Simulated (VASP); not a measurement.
Set up this calculation in VASP 6.6.1, as the native input.

| Property | Result |
| --- | --- |
| Task | band structure |
| Functional | PBEsol |
| Potentials or basis | VASP PAW PBE potentials, release 64 (Ga_d, P) |
| Cutoff | 520 eV |
| k mesh | 10 × 10 × 10 |
| Occupations | gaussian, width 0.03 eV |
| Spin | no spin polarisation |
| Further INCAR settings | ALGO = Normal; EDIFF = 1e-07; NBANDS = 16 |

The structure of GaP lies in POSCAR:

```
GaP                                     
1.0
    0.0000000000      2.7184346441      2.7184346441
    2.7184346441      0.0000000000      2.7184346441
    2.7184346441      2.7184346441      0.0000000000
  Ga              P             
     1     1
Direct
     0.0000000000000000    0.0000000000000000    0.0000000000000000
     0.2500000000000000    0.2500000000000000    0.2500000000000000
```

These files were run (other wordings do the same):

INCAR

```
SYSTEM = GaP
  PREC = Accurate
  ENCUT = 520
  EDIFF = 1E-7
  ISMEAR = 0
  SIGMA = 0.03
  LREAL = .False.
  LASPH = .True.
  NELM = 80
  ALGO = Normal
  ISIF = 2
  LWAVE = .False.
  LCHARG = .False.
  GGA = PS
  NBANDS = 16
  ICORELEVEL = 1
```

KPOINTS

```
Automatic mesh
0
Gamma
  10 10 10
  0 0 0
```

KPOINTS_OPT

```
explicit points
109
Reciprocal
 0.0000000000  0.0000000000  0.0000000000 1
 0.0555555556  0.0000000000  0.0555555556 1
 0.1111111111  0.0000000000  0.1111111111 1
 0.1666666667  0.0000000000  0.1666666667 1
 0.2222222222  0.0000000000  0.2222222222 1
 0.2777777778  0.0000000000  0.2777777778 1
 0.3333333333  0.0000000000  0.3333333333 1
 0.3888888889  0.0000000000  0.3888888889 1
 0.4444444444  0.0000000000  0.4444444444 1
 0.5000000000  0.0000000000  0.5000000000 1
 0.5000000000  0.0000000000  0.5000000000 1
 0.5000000000  0.0277777778  0.5277777778 1
 0.5000000000  0.0555555556  0.5555555556 1
 0.5000000000  0.0833333333  0.5833333333 1
 0.5000000000  0.1111111111  0.6111111111 1
 0.5000000000  0.1388888889  0.6388888889 1
 0.5000000000  0.1666666667  0.6666666667 1
 0.5000000000  0.1944444444  0.6944444444 1
 0.5000000000  0.2222222222  0.7222222222 1
 0.5000000000  0.2500000000  0.7500000000 1
 0.5000000000  0.2500000000  0.7500000000 1
 0.4861111111  0.2638888889  0.7500000000 1
 0.4722222222  0.2777777778  0.7500000000 1
 0.4583333333  0.2916666667  0.7500000000 1
 0.4444444444  0.3055555556  0.7500000000 1
 0.4305555556  0.3194444444  0.7500000000 1
 0.4166666667  0.3333333333  0.7500000000 1
 0.4027777778  0.3472222222  0.7500000000 1
 0.3888888889  0.3611111111  0.7500000000 1
 0.3750000000  0.3750000000  0.7500000000 1
 0.3750000000  0.3750000000  0.7500000000 1
 0.3333333333  0.3333333333  0.6666666667 1
 0.2916666667  0.2916666667  0.5833333333 1
 0.2500000000  0.2500000000  0.5000000000 1
 0.2083333333  0.2083333333  0.4166666667 1
 0.1666666667  0.1666666667  0.3333333333 1
 0.1250000000  0.1250000000  0.2500000000 1
 0.0833333333  0.0833333333  0.1666666667 1
 0.0416666667  0.0416666667  0.0833333333 1
 0.0000000000  0.0000000000  0.0000000000 1
 0.0000000000  0.0000000000  0.0000000000 1
 0.0555555556  0.0555555556  0.0555555556 1
 0.1111111111  0.1111111111  0.1111111111 1
 0.1666666667  0.1666666667  0.1666666667 1
 0.2222222222  0.2222222222  0.2222222222 1
 0.2777777778  0.2777777778  0.2777777778 1
 0.3333333333  0.3333333333  0.3333333333 1
 0.3888888889  0.3888888889  0.3888888889 1
 0.4444444444  0.4444444444  0.4444444444 1
 0.5000000000  0.5000000000  0.5000000000 1
 0.5000000000  0.5000000000  0.5000000000 1
 0.5138888889  0.4722222222  0.5138888889 1
 0.5277777778  0.4444444444  0.5277777778 1
 0.5416666667  0.4166666667  0.5416666667 1
 0.5555555556  0.3888888889  0.5555555556 1
 0.5694444444  0.3611111111  0.5694444444 1
 0.5833333333  0.3333333333  0.5833333333 1
 0.5972222222  0.3055555556  0.5972222222 1
 0.6111111111  0.2777777778  0.6111111111 1
 0.6250000000  0.2500000000  0.6250000000 1
 0.6250000000  0.2500000000  0.6250000000 1
 0.6111111111  0.2500000000  0.6388888889 1
 0.5972222222  0.2500000000  0.6527777778 1
 0.5833333333  0.2500000000  0.6666666667 1
 0.5694444444  0.2500000000  0.6805555556 1
 0.5555555556  0.2500000000  0.6944444444 1
 0.5416666667  0.2500000000  0.7083333333 1
 0.5277777778  0.2500000000  0.7222222222 1
 0.5138888889  0.2500000000  0.7361111111 1
 0.5000000000  0.2500000000  0.7500000000 1
 0.5000000000  0.2500000000  0.7500000000 1
 0.5000000000  0.2777777778  0.7222222222 1
 0.5000000000  0.3055555556  0.6944444444 1
 0.5000000000  0.3333333333  0.6666666667 1
 0.5000000000  0.3611111111  0.6388888889 1
 0.5000000000  0.3888888889  0.6111111111 1
 0.5000000000  0.4166666667  0.5833333333 1
 0.5000000000  0.4444444444  0.5555555556 1
 0.5000000000  0.4722222222  0.5277777778 1
 0.5000000000  0.5000000000  0.5000000000 1
 0.5000000000  0.5000000000  0.5000000000 1
 0.4861111111  0.4861111111  0.5277777778 1
 0.4722222222  0.4722222222  0.5555555556 1
 0.4583333333  0.4583333333  0.5833333333 1
 0.4444444444  0.4444444444  0.6111111111 1
 0.4305555556  0.4305555556  0.6388888889 1
 0.4166666667  0.4166666667  0.6666666667 1
 0.4027777778  0.4027777778  0.6944444444 1
 0.3888888889  0.3888888889  0.7222222222 1
 0.3750000000  0.3750000000  0.7500000000 1
 0.6250000000  0.2500000000  0.6250000000 1
 0.6111111111  0.2222222222  0.6111111111 1
 0.5972222222  0.1944444444  0.5972222222 1
 0.5833333333  0.1666666667  0.5833333333 1
 0.5694444444  0.1388888889  0.5694444444 1
 0.5555555556  0.1111111111  0.5555555556 1
 0.5416666667  0.0833333333  0.5416666667 1
 0.5277777778  0.0555555556  0.5277777778 1
 0.5138888889  0.0277777778  0.5138888889 1
 0.5000000000  0.0000000000  0.5000000000 1
 0.0000000000  0.0000000000  0.0000000000 1
 0.3750000000  0.3750000000  0.7500000000 1
 0.5000000000  0.5000000000  0.5000000000 1
 0.6250000000  0.2500000000  0.6250000000 1
 0.5000000000  0.2500000000  0.7500000000 1
 0.5000000000  0.0000000000  0.5000000000 1
 0.4000000000  0.0000000000  0.4000000000 1
 0.4250000000  0.0000000000  0.4250000000 1
 0.4500000000  0.0000000000  0.4500000000 1
```

Potentials or basis: VASP PAW PBE potentials, release 64 (Ga_d, P).

Launch:

```sh
$ cat potpaw_PBE.64/Ga_d/POTCAR potpaw_PBE.64/P/POTCAR > POTCAR
$ mpirun -np 1 vasp_std > vasp.out
```

It gave:

```yaml
Pressure: 0.0 GPa
Band_gap_on_the_k_mesh: 1.47 eV, indirect (least direct gap 1.81 eV)
Band_gap_along_the_path: 1.45 eV, indirect (least direct gap 1.81 eV)
```

Caveat: the PAW data sets were made with another functional, which shifts forces and pressure a little.

It took 35 s on 1 thread of Intel(R) Xeon(R) Platinum 8559C (Emerald Rapids) (shared host), peak memory 0.19 GiB.
